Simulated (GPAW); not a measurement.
Runs of GPAW 26.7.0 on KTaO3. It takes space group Pm-3m (No. 221, cubic). The conventional cell has a = 3.988 Å, b = 3.988 Å, c = 3.988 Å, α = 90.00°, β = 90.00°, γ = 90.00°. Around Ta (site symmetry m-3m) lie 6 O at 1.99 Å. K (site symmetry m-3m) has 12 O at 2.82 Å as nearest neighbours. Around O (site symmetry 4/mmm) lie 2 Ta at 1.99 Å. 

```csv
task,level,potentials or basis,cell,k mesh,optimizer,fmax,max steps,convergence,gap on the mesh (eV),pressure (GPa),relaxed volume (Å³/atom)
relaxation of cell and atoms,PBEsol+D3,"PAW data sets generated in the run's folder for this functional, pw",relaxed,7 × 7 × 7,BFGS,0.02 eV/Å,60,density=1e-05 forces=0.0001,2.16,0.0,12.59
relaxation of cell and atoms,PBEsol,"PAW data sets generated in the run's folder for this functional, pw",relaxed,7 × 7 × 7,BFGS,0.02 eV/Å,60,density=1e-05 forces=0.0001,2.15,-0.1,-
relaxation of cell and atoms,PBEsol+D3(BJ)+ATM,"PAW data sets generated in the run's folder for this functional, pw",relaxed,7 × 7 × 7,BFGS,0.02 eV/Å,60,density=1e-05 forces=0.0001,(b),0.0,12.52
relaxation of cell and atoms,PBEsol+D3(BJ),"PAW data sets generated in the run's folder for this functional, pw",relaxed,7 × 7 × 7,BFGS,0.02 eV/Å,60,density=1e-05 forces=0.0001,2.18,0.0,12.50
relaxation of cell and atoms,PBEsol+D4,"PAW data sets generated in the run's folder for this functional, pw",relaxed,7 × 7 × 7,BFGS,0.02 eV/Å,60,density=1e-05 forces=0.0001,2.16,0.0,(a)
```

Alike in all rows: no spin polarisation; cutoff (eV) 800; smearing fermi-dirac 0.05 eV.

Problem. Estimate the missing entries.

Solution. (a) 12.61; (b) 2.17.

Caveats: later steps reuse the first step's grids; spin-orbit coupling is left out, which moves the levels of the heavy elements; an odd mesh through Γ misses points on the zone boundary, where band edges often lie; the relaxation stopped at its first step, so nothing moved (some runs).

A k mesh can miss the band edges, and the runs leave out spin-orbit coupling on Ta.

Runs at the PBE level aren't shown here.
